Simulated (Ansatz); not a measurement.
**C₄H₆: ionisation energy by level of theory**

The task here is to estimate one member of a computed series from the others.

The runs use Ansatz 0.2.0, Gaussian basis; unrestricted cation, the program's frozen cores in correlated methods.

The runs, in order: UKS PBE-D4/def2-TZVPP; UKS r2SCAN-D4/def2-TZVPP; UKS PBE0-D4/def2-TZVPP; UKS B3LYP-D4/def2-TZVPP; UKS wB97X-V/def2-TZVPP; UKS wB97M-V/def2-TZVPP; UKS B2PLYP/def2-TZVPP; UHF-CCSD(T)/def2-TZVPP; UHF-CCSD(T)/def2-QZVPP; extrapolation to the limit; then −ε(HOMO) from the neutral's earlier runs with LDA (SPW92), PBE-D4, revPBE-D4, BLYP-D4, r2SCAN-D4, B97M-V, PBE0-D4, B3LYP-D4, r2SCANh-D4, r2SCAN0-D4, HSE06-D4, BHLYP-D4, CAM-B3LYP-D4, LC-ωPBE, ωB97X-V, ωB97M-V.

### Structure used throughout

An earlier PBE0-D4 in a triple-zeta def2 set relaxation fixed the geometry.

10 atoms, charge 0, spin multiplicity 1.

Atoms are counted from 1 here; the program's logs count them from 0.

Bond lengths: C1–C3 1.489 Å, C1–C4 1.489 Å, C1–H5 1.091 Å, C1–H6 1.086 Å, C2–C3 1.489 Å, C2–C4 1.489 Å, C2–H7 1.091 Å, C2–H8 1.086 Å, C3–C4 1.478 Å, C3–H9 1.078 Å, C4–H10 1.078 Å. Angles: C3–C1–C4 59.5°, C3–C1–H5 119.1°, C3–C1–H6 117.0°, C4–C1–H5 119.1°, C4–C1–H6 117.0°, H5–C1–H6 114.5°, C3–C2–C4 59.5°, C3–C2–H7 119.1°, C3–C2–H8 117.0°, C4–C2–H7 119.1°, C4–C2–H8 117.0°, H7–C2–H8 114.5°, C1–C3–C2 98.3°, C1–C3–C4 60.3°, C1–C3–H9 130.1°, C2–C3–C4 60.3°, C2–C3–H9 130.1°, C4–C3–H9 129.7° and more.

Set-up of the first run:

Contents of in.yaml:

```yaml
crystal:
  periodic: [false, false, false]
  atoms:
    - {symbol: C, position_ang: [0.000000, 1.126825, 0.309242]}
    - {symbol: C, position_ang: [0.000000, -1.126825, 0.309242]}
    - {symbol: C, position_ang: [0.738781, -0.000000, -0.325151]}
    - {symbol: C, position_ang: [-0.738781, -0.000000, -0.325151]}
    - {symbol: H, position_ang: [-0.000000, 1.215142, 1.396542]}
    - {symbol: H, position_ang: [-0.000000, 2.075464, -0.219623]}
    - {symbol: H, position_ang: [-0.000000, -1.215142, 1.396542]}
    - {symbol: H, position_ang: [-0.000000, -2.075464, -0.219623]}
    - {symbol: H, position_ang: [1.427322, -0.000000, -1.154075]}
    - {symbol: H, position_ang: [-1.427322, -0.000000, -1.154075]}
basis:
  gaussian: {orbitals: def2-TZVPP}
total_charge: 1
magnetization: {spin_polarized: true, initial_magnetization: 1}
hamiltonian: {xc: pbe, dispersion: d4}
```

Run with:

```console
$ ansatz run in.yaml --threads 2 --pin off --events-out ev --progress --plain --max-ram 32768MiB --backend cpu
```

Among the steps run: Cation, UKS PBE-D4/def2-TZVPP; Cation, UKS r2SCAN-D4/def2-TZVPP; Cation, UKS PBE0-D4/def2-TZVPP; Cation, UKS B3LYP-D4/def2-TZVPP; Cation, UKS wB97X-V/def2-TZVPP; Cation, UKS wB97M-V/def2-TZVPP; Cation, UKS B2PLYP (frozen core)/def2-TZVPP; Cation, UHF-CCSD(T)/def2-TZVPP; Cation, UHF-CCSD(T)/def2-QZVPP.

One of the session's tables, all rows but one given; the rest of the session is left out.

It belongs to the step «Ionisation energies side by side». Orbital estimates, from the neutral's runs:

```
  functional  −ε(HOMO) (eV)
 LDA (SPW92)              ?
      PBE-D4           5.84
   revPBE-D4           5.79
     BLYP-D4           5.71
   r2SCAN-D4           6.02
      B97M-V           6.10
     PBE0-D4           7.02
    B3LYP-D4           6.82
  r2SCANh-D4           6.47
  r2SCAN0-D4           7.14
    HSE06-D4           6.62
    BHLYP-D4           8.09
CAM-B3LYP-D4           8.38
     LC-ωPBE           9.75
     ωB97X-V           9.37
     ωB97M-V           9.28
```

**Question.** Estimate the row for LDA (SPW92).

As computed: −ε(HOMO) (eV): 5.97. In the column «−ε(HOMO) (eV)» it lies between PBE-D4 (5.84) and r2SCAN-D4 (6.02).
